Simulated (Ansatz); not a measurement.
# SiNi2: from the listed structure to its properties, part 3 of 3

This session takes SiNi2 and sets out to find the equilibrium cell and compute bands, density of states and charges.

Ansatz 0.2.0; DFT r2SCAN, scalar-relativistic, plane waves, PAW. Earlier steps stand in the parts before.

### Step 5. Bands, states and charges

File input.yaml:

```yaml
crystal:
  lattice:
    - [3.869545493, 0.0, 0.0]
    - [-1.9347727465, 3.351124698, 0.0]
    - [0.0, 0.0, 4.9268112944]
  atoms:
    - { symbol: Si, position: [0.3333333333, 0.6666666667, 0.75] }
    - { symbol: Si, position: [0.6666666667, 0.3333333333, 0.25] }
    - { symbol: Ni, position: [0.0, 0.0, 0.0] }
    - { symbol: Ni, position: [0.0, 0.0, 0.5] }
    - { symbol: Ni, position: [0.3333333333, 0.6666666667, 0.25] }
    - { symbol: Ni, position: [0.6666666667, 0.3333333333, 0.75] }
basis:
  ecutwfc: 500
kpoints:
  mp_grid: { grid: [12, 12, 8] }
  band_path:
    path:
      - [[0.0, 0.0, 0.0], [0.5, 0.0, 0.0], [0.33333333, 0.33333333, 0.0], [0.0, 0.0, 0.0], [0.0, 0.0, 0.5], [0.5, 0.0, 0.5], [0.33333333, 0.33333333, 0.5], [0.0, 0.0, 0.5]]
      - [[0.5, 0.0, 0.5], [0.5, 0.0, 0.0]]
      - [[0.33333333, 0.33333333, 0.5], [0.33333333, 0.33333333, 0.0]]
    npoints: 14
hamiltonian:
  xc: r2scan
scf:
  occupations: { method: gaussian, width: 0.1 }
  n_extra_bands: 15
output:
  forces: true
  stress: true
  eigenvalues: true
  populations: true
  dos: { projected: true, de: 0.02, nscf_kmesh: { grid: [18, 18, 12] } }
  bader: true
  write_density: true
  write_potential: true
  elf: true
  volumetric_format: npy
```

Run with:

```bash
> ansatz run input.yaml --threads 2 --pin off --max-ram 5120MiB --backend cpu --events-out ev --progress --plain --runs-dir out
```

Standard output:

```text
Warning: RAYON_NUM_THREADS=2 ignored (pool sized by the plan → 2); use --threads N
scf.n_extra_bands = 15 over 40 filled bands (N_el = 80.0): the run solves 55 bands
Engine: ansatz 0.2.0, aarch64-unknown-linux-gnu
Pseudopotentials: kind: paw
Pseudopotential: Si, paw, valence charge 4, recommended cutoff 500 eV (meta_gga), Si.paw.azcp
Pseudopotential: Ni, paw, valence charge 18, recommended cutoff 500 eV (meta_gga), Ni.paw.azcp
Functional definition: r2SCAN
  parameter k0 = 0.174
  parameter k1 = 0.065
  parameter a1 = 4.9479
  exchange = r2scan_x(k0 = k0, k1 = k1, a1 = a1)
  correlation = r2scan_c
Crystal: 6 atoms, lattice volume = 63.888 Å³
Basis set: ecut = 500 eV, 1595 PW (Γ), exchange–correlation on 120×120×144 points (64 copies of the dense FFT grid, shifted against one another)
Bands: 55, of which v1, the nominal top of the filled ones, is band 40 counted from 1 (39 counted from 0)
Symmetry: 24 space group operations
Space group: P63/mmc (ITA 194), of the structure as read, at distance tolerance 4.0e-5 Å
k-points: 95 of 1152
Non-local potential: Si, projectors of the file, l = 0: 2, l = 1: 2, l = 2: 2
Non-local potential: Ni, projectors of the file, l = 0: 3, l = 1: 2, l = 2: 3, l = 3: 1
PAW form: soft (Blöchl's): semilocal exchange-correlation on the pseudo side does not see the compensation charge
PAW frozen core: Si, regenerated for the run's functional (the file was generated under x = pbe(κ = 0.804, μ = 0.2195149727645171), c = pbe(β = 0.06672455060314922))
PAW frozen core: Ni, regenerated for the run's functional (the file was generated under x = pbe(κ = 0.804, μ = 0.2195149727645171), c = pbe(β = 0.06672455060314922))
PAW one-centre angular grid: Si, 302 points (default); XC on 160 Gauss nodes
PAW one-centre angular grid: Ni, 590 points (default); XC on 160 Gauss nodes
Initial density: superposition of atomic densities (neutral atoms: chi_scale 0, normalization atom), corrected by the library's trained network
Initial wavefunctions: pseudopotential atomic-orbital guess
Functional: x = r2scan, c = r2scan; τ floored in thin density (d = 2e-4 eV/Å³)
SCF iter   1: F=—  HF=-24661.968650 eV  |F-HF|=—  |Δ(HF+E_count)|=         —  Δρ=3.12e-2  dr2=4.97e-1  dr2_τ=2.11e-1  ethr=1.77e-3  ⟨swp⟩=5.2  Hψ=20008  notcnv=0  defer=337
preconditioner: auto → Kerker (q_TF=auto, 2.833 Å⁻¹)  [metal: Δε(μ)=0.009 eV  Ē_g=11.228 eV  σ=0.100 eV  W_gap=0.05  n_scr=22 (ndim 8)  ℏωp=32.2 eV  f_vac=0.000  D(μ)=3.12/eV (n_scr^D=22)]
SCF iter   2: F=—  HF=-24662.212143 eV  |F-HF|=—  |Δ(HF+E_count)|=   2.43e-1  Δρ=2.38e-2  dr2=2.36e-1  dr2_τ=3.56e-3  ethr=6.22e-4  ⟨swp⟩=3.3  Hψ=9882  notcnv=0  defer=767
SCF iter   3: F=—  HF=-24662.195575 eV  |F-HF|=—  |Δ(HF+E_count)|=   1.66e-2  Δρ=2.07e-2  dr2=2.13e-1  dr2_τ=7.04e-4  ethr=2.95e-4  ⟨swp⟩=2.5  Hψ=6886  notcnv=0  defer=767
SCF iter   4: F=—  HF=-24662.181288 eV  |F-HF|=—  |Δ(HF+E_count)|=   1.43e-2  Δρ=8.28e-3  dr2=3.80e-2  dr2_τ=2.10e-4  ethr=2.66e-4  ⟨swp⟩=2.0  Hψ=6150  notcnv=0  defer=769
SCF iter   5: F=—  HF=-24662.175780 eV  |F-HF|=—  |Δ(HF+E_count)|=   5.51e-3  Δρ=1.66e-3  dr2=1.59e-3  dr2_τ=3.50e-5  ethr=4.75e-5  ⟨swp⟩=1.9  Hψ=6215  notcnv=0  defer=769
SCF iter   6: F=—  HF=-24662.176097 eV  |F-HF|=—  |Δ(HF+E_count)|=   3.17e-4  Δρ=8.44e-4  dr2=2.95e-4  dr2_τ=4.65e-6  ethr=1.98e-6  ⟨swp⟩=2.0  Hψ=7602  notcnv=0  defer=767
SCF iter   7: F=—  HF=-24662.176099 eV  |F-HF|=—  |Δ(HF+E_count)|=   1.73e-6  Δρ=6.25e-4  dr2=1.81e-4  dr2_τ=1.04e-6  ethr=3.69e-7  ⟨swp⟩=2.0  Hψ=7070  notcnv=0  defer=767
SCF iter   8: F=—  HF=-24662.176085 eV  |F-HF|=—  |Δ(HF+E_count)|=   1.33e-5  Δρ=1.02e-4  dr2=4.33e-6  dr2_τ=4.66e-8  ethr=2.26e-7  ⟨swp⟩=1.3  Hψ=5119  notcnv=0  defer=767
SCF iter   9: F=—  HF=-24662.176083 eV  |F-HF|=—  |Δ(HF+E_count)|=   1.97e-6  Δρ=3.85e-5  dr2=5.24e-7  dr2_τ=4.84e-9  ethr=5.41e-9  ⟨swp⟩=2.1  Hψ=6048  notcnv=0  defer=767
SCF iter  10: F=—  HF=-24662.176083 eV  |F-HF|=—  |Δ(HF+E_count)|=   2.76e-8  Δρ=2.05e-5  dr2=2.03e-7  dr2_τ=1.02e-9  ethr=1.25e-10  ⟨swp⟩=15.1  Hψ=44955  notcnv=0
SCF iter  11: F=—  HF=-24662.176083 eV  |F-HF|=—  |Δ(HF+E_count)|=   1.94e-9  Δρ=1.66e-5  dr2=1.25e-7  dr2_τ=3.67e-10  ethr=1.25e-10  ⟨swp⟩=7.8  Hψ=30232  notcnv=0
SCF iter  12: F=-24662.176083 eV  HF=-24662.176083 eV  |F-HF|=6.95e-10  |Δ(HF+E_count)|=   1.74e-8  Δρ=1.46e-6  dr2=1.23e-9  dr2_τ=4.64e-11  ethr=1.25e-10  ⟨swp⟩=7.7  Hψ=29957  notcnv=0
SCF 1 converged in 12 iterations: F = -24662.176083 eV  dr2 = 1.23e-9
NSCF: frozen V_eff on 129 k-points
NSCF: frozen V_eff on 259 k-points
SCF converged after 12 iterations
Free energy (F): -24662.176083 eV
Harris-Foulkes:  -24662.176083 eV  (|F-HF|=6.95e-10)
Internal energy: -24662.159317 eV  (E = F + TS)
E sigma→0 (E₀):  -24662.167700 eV
Entropy (-TS):   -0.016766 eV (-2.794 meV/atom)
Fermi energy:    17.560765 eV
--- Per-component energies (eV) ---
  E_band       = -1206.105266
  E_kinetic    = 1230.312702
  E_local      = -15827.230963  (includes V_loc(G=0)·N_el)
  E_nonlocal   = 2617.566896
  E_hartree    = 6789.844151
  E_xc         = -424.690289
  E_vxc        = -578.743941  (∫ρ·V_xc dr)
  E_paw        = -7626.435579  (= ΣΔE_a)
  E_vpaw       = -2267.743599  (= ΣTr[D̂ρ^β])
  E_aug_tail   = 0.000886  (compensation charges beyond the density's cutoff)
  E_vtau       = 40.042478  (kinetic-family band-sum trace: ∫τ·v_τ [+ j·A + Jᵃ·Aᵃ] dr)
  E_ewald      = -11420.173979
  E_core_change = -1.353140  (= ΣΔE_core)
  E_smearing   = -0.016766  (= −TS)
  E_closure    = 0.000000  (closes the sum)
  Σ components = -24662.176083   (vs F -24662.176083, Δ=0.00e0)
--- Forces (eV/Å), atoms counted from 1 ---
  atom   1  Si    -0.00000000    -0.00000000     0.00000000
  atom   2  Si    -0.00000000     0.00000000     0.00000000
  atom   3  Ni     0.00000000     0.00000000    -0.00000000
  atom   4  Ni     0.00000000     0.00000000     0.00000000
  atom   5  Ni    -0.00000000    -0.00000000     0.00000000
  atom   6  Ni     0.00000000     0.00000000     0.00000000
  max |Σ_I F_I| component: 5.55e-17 eV/Å
--- Stress (GPa, compression-positive) ---
        0.016564       0.000000       0.000000
        0.000000       0.016564       0.000000
        0.000000       0.000000       0.006483
  P = ⅓ Tr σ = 0.0132 GPa (0.132 kbar)
--- Band table (eV; the first three rows and the last of 95) ---
  k-point 0: bands = ["-89.6491", "-89.6481", "-89.3876", "-89.3748", "-48.6400", "-48.6400", "-48.6359", "-48.6359", "-48.5069", "-48.5026", "-48.4016", "-48.3064", "-48.3064", "-48.2993", "-48.2993", "-48.2641", "4.1291", "8.9116", "10.6029", "12.1031", "12.1031", "13.3661", "13.3661", "13.4871", "13.5749", "13.5749", "14.1714", "14.1714", "15.4275", "15.4275", "15.6229", "16.1154", "16.1154", "16.1312", "16.1312", "16.2898", "16.9095", "16.9095", "17.6717", "20.4044", "20.4044", "20.5429", "20.5429", "20.6559", "21.1064", "22.1183", "22.1183", "23.7745", "26.3454", "26.3454", "27.2520", "27.2520", "27.5988", "27.5988", "28.2453"]
  k-point 1: bands = ["-89.6491", "-89.6482", "-89.3871", "-89.3753", "-48.6398", "-48.6398", "-48.6361", "-48.6361", "-48.5068", "-48.5028", "-48.3963", "-48.3061", "-48.3061", "-48.2996", "-48.2996", "-48.2693", "4.2297", "8.3747", "11.0751", "12.1247", "12.1247", "13.1736", "13.1736", "13.5032", "13.7436", "13.7436", "14.1690", "14.1690", "15.4897", "15.4897", "15.5894", "16.1160", "16.1160", "16.1248", "16.1248", "16.3197", "16.8583", "16.8583", "17.8410", "20.5129", "20.5129", "20.5699", "20.5699", "20.6554", "20.9516", "21.9868", "21.9868", "23.9272", "25.3320", "25.3320", "27.8440", "27.9114", "27.9114", "28.3788", "28.3788"]
  k-point 2: bands = ["-89.6490", "-89.6483", "-89.3858", "-89.3767", "-48.6394", "-48.6394", "-48.6365", "-48.6365", "-48.5066", "-48.5034", "-48.3813", "-48.3054", "-48.3054", "-48.3004", "-48.3004", "-48.2842", "4.5291", "7.4379", "11.8316", "12.1903", "12.1903", "12.9101", "12.9101", "13.5070", "13.9360", "13.9360", "14.1646", "14.1646", "15.5302", "15.6600", "15.6600", "16.1099", "16.1099", "16.1188", "16.1188", "16.2562", "16.7118", "16.7118", "18.4689", "20.6370", "20.6538", "20.6538", "20.6911", "20.8350", "20.8350", "21.6783", "21.6783", "24.1090", "24.1090", "24.1269", "26.9587", "27.1297", "28.7503", "28.7503", "29.8974"]
  k-point 94: bands = ["-89.6483", "-89.6483", "-89.3815", "-89.3815", "-48.6410", "-48.6410", "-48.6387", "-48.6387", "-48.5084", "-48.5084", "-48.3305", "-48.3305", "-48.3066", "-48.3066", "-48.2961", "-48.2961", "8.2490", "8.2490", "10.4134", "10.4134", "11.2953", "11.2953", "13.4543", "13.4543", "14.2347", "14.2347", "14.5926", "14.5926", "14.9220", "14.9220", "15.1661", "15.1661", "15.8142", "15.8142", "16.1300", "16.1300", "16.2257", "16.2257", "16.3397", "16.3397", "17.3487", "17.3487", "23.3662", "23.3662", "24.1464", "24.1464", "26.0226", "26.0226", "26.7464", "26.7464", "26.8001", "26.8001", "27.2185", "27.2185", "35.3206"]
--- Löwdin populations: 6 sites ---
  site symbol       q [e]
     0     Si      4.4242
     1     Si      4.4242
     2     Ni     17.5502
     3     Ni     17.5502
     4     Ni     17.5888
     5     Ni     17.5888
  spilling = 0.010919 (of n_electrons = 80.000000)
--- Bader charges: 6 sites ---
  site symbol  charge [e]  shift [e]
     0     Si      0.6008     0.0008
     1     Si      0.6008     0.0008
     2     Ni     -0.0195     0.0020
     3     Ni     -0.0196     0.0020
     4     Ni     -0.5812     0.0028
     5     Ni     -0.5812     0.0028
  estimated error of the sums over rays = 1.0e-3 e
```

Run time: 86 s. Hardware: 2 threads of Arm Neoverse V2, shared host; peak memory 0.94 GiB.

Per atom:

```csv
atom,Löwdin electrons,Bader charge (e),Bader volume (Å³)
Si1,4.42,+0.60,10.4
Si2,4.42,+0.60,10.4
Ni3,17.55,-0.02,10.2
Ni4,17.55,-0.02,10.2
Ni5,17.59,-0.58,11.3
Ni6,17.59,-0.58,11.3
```

The Löwdin counts miss 0.87 of the 80 electrons, which the atomic orbitals do not span, so they are no charges.

From bands.tsv, the levels nearest the Fermi level at the path's corners, in eV from the Fermi level:

```tsv
point	band 37	band 38	band 39	band 40	band 41	band 42	band 43	band 44
Γ	-0.65	-0.65	0.11	2.84	2.84	2.98	2.98	3.10
M	-1.38	-1.27	-1.10	-0.71	-0.60	1.36	1.92	3.20
K	-1.67	-1.29	-1.29	-0.61	0.51	0.51	1.69	1.69
Γ	-0.65	-0.65	0.11	2.84	2.84	2.98	2.98	3.10
A	-1.31	-1.31	2.49	2.49	3.46	3.46	3.46	3.46
L	-1.32	-1.32	-0.96	-0.96	0.99	0.99	3.16	3.16
H	-1.33	-1.33	-1.22	-1.22	-0.21	-0.21	5.80	5.80
A	-1.31	-1.31	2.49	2.49	3.46	3.46	3.46	3.46
L	-1.32	-1.32	-0.96	-0.96	0.99	0.99	3.16	3.16
M	-1.38	-1.27	-1.10	-0.71	-0.60	1.36	1.92	3.20
H	-1.33	-1.33	-1.22	-1.22	-0.21	-0.21	5.80	5.80
K	-1.67	-1.29	-1.29	-0.61	0.51	0.51	1.69	1.69
```

States per cell in windows of 1 eV, from dos.tsv and pdos.tsv (zero at the Fermi level):

```
from  to  total  Si 3p  Ni 4s  Ni 3d
  -8  -7   1.19   0.59   0.26   0.23
  -7  -6   1.81   0.83   0.25   0.55
  -6  -5   2.67   1.03   0.27   1.24
  -5  -4   5.89   1.72   0.19   3.81
  -4  -3   7.30   0.46   0.12   6.43
  -3  -2   8.71   0.26   0.09   8.19
  -2  -1  12.24   0.30   0.15  11.49
  -1   0   4.16   0.40   0.09   3.55
   0   1   1.95   0.49   0.08   1.21
   1   2   1.66   0.56   0.08   0.71
   2   3   1.74   0.70   0.12   0.54
   3   4   2.40   0.91   0.44   0.52
   4   5   1.93   0.65   0.48   0.28
   5   6   2.00   0.39   0.73   0.21
```

Below -8 eV lie 36 or so more states.

Density in a lattice plane of the grid's cell (edges 3.87 and 4.93 Å, at 0.333 of the third edge), which holds Si and Ni.

Ten even steps from ' ' (0.06 e/Å³) to '@' (49.06 e/Å³):
```
                                    
                                    
                      ......        
                    ..==**==..      
                    ::**@@##::      
                    ..==**==..      
                      ......        
                                    
                                    
                                    
                                    
                                    
                                    
                                    
                                    
                                    
                                    
                                    
                                    
                                    
```
Columns run along the first of these edges and rows up along the second, over one cell in 18 and 20 even steps from the bottom left corner. Atoms in the plane (fractional): Si at (0.67, 0.25), Ni at (0.67, 0.75).

ELF in the same plane.

Ten even steps from ' ' (0.17) to '@' (0.67):
```
..............::....  ..............
--------------::        ..        ::
==++++++++++==::    ..------..    ::
++##########++::  ..--**##**--..  ::
++##%%%%%%##++::  ..==%%@@%%==..  ::
++##########++::  ..--**##**--..  ::
==++++++++++==::    ..------..    ::
--------------::        ..        ::
..............::....  ..............
..          ..::----==========----::
....      ....--==**####%%####**==--
--........::--++##%%##******######++
==::......::==##%%##==::..::==##%%##
++::..  ..::++%%@@**::  ....::**@@%%
++::    ..::++%%@@**..::++::::**@@%%
++::..  ..::++%%@@**::  ..  ::**@@%%
==::......::==##%%##==::..::==##%%##
--........::--++######******######++
....      ....--==**####%%####**==--
..          ..::----====++====--::::
```
Columns run along the first of these edges and rows up along the second, over one cell in 18 and 20 even steps from the bottom left corner. Atoms in the plane (fractional): Si at (0.67, 0.25), Ni at (0.67, 0.75).

Both are smooth fields of the valence electrons: close to the nuclei they are not physical.

Maxima of ELF outside the ion cores: 0.68 on the Si–Ni line, 1.0 Å from Si; 0.68 beside Si, off the lines to its neighbours, 0.9 Å from Si; 0.60 in the shell around Si, 0.9 Å from Si.

### Step 6. Results

This closing draws on all 3 parts. Changes of volume or cell count from the first structure of part 1.

| quantity | value |
| --- | --- |
| relaxed cell | a = 3.870 Å, b = 3.870 Å, c = 4.927 Å, α = 90.00°, β = 90.00°, γ = 120.00° |
| space group (0.01 Å) | P6_3/mmc (No. 194) |
| volume | 10.65 Å³/atom |
| formation energy (elements from runs with the same settings, not shown) | -0.48 eV/atom |
| gap | none (metal) |
| states at the Fermi level | 3.27 per eV per cell |
| Bader charges | Si +0.60, Ni -0.58 to -0.02 e |
| step 4, run with xc pbe, ecutwfc left out (against step 3) | converged; the pressure goes from 0.0 to 7.7 GPa |

**Reading.** The relaxed volume is 1.3 % larger than at the start. It comes out metallic. Of the projected weight within 0.25 eV of the Fermi level, the largest part is Ni 3d (76 %). Charge transfer between the atoms is moderate (Bader charges up to 0.6 e). A spin-polarised run here lost its starting moments, which speaks against magnetism, though one start doesn't rule it out.
